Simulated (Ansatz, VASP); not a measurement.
**Cd: VASP beside Ansatz**

```
CELL_PARAMETERS angstrom
5.29349 0.00000 0.00000
-2.64675 4.58430 0.00000
0.00000 0.00000 3.19253
ATOMIC_POSITIONS crystal
Cd 0.00000 0.00000 0.00000
Cd 0.33333 0.66667 0.50000
Cd 0.66667 0.33333 0.50000
```

Alike in both runs: task single point; functional revPBE; k mesh 8 × 8 × 11; occupations fermi-dirac, width 0.1 eV; no spin polarisation.

|  | VASP | Ansatz |
| --- | --- | --- |
| version | VASP 6.6.1 | Ansatz 0.2.0 |
| potentials or method | VASP PAW PBE potentials, release 64 (Cd) | plane waves (420 eV) with PAW, scalar-relativistic |
| plane-wave cutoff (eV) | 520 | 420 |
| valence electrons in the cell | 36 | 60 |

```csv
,VASP,Ansatz,Ansatz less VASP
pressure (GPa),-0.8,-0.9,-0.14
```

With one functional, cell and mesh, what is left measures potentials, basis and numerics. The two sets of potentials don't hold the same shells in valence.

Caveats: the PAW data sets were made with another functional, which shifts forces and pressure a little (VASP).
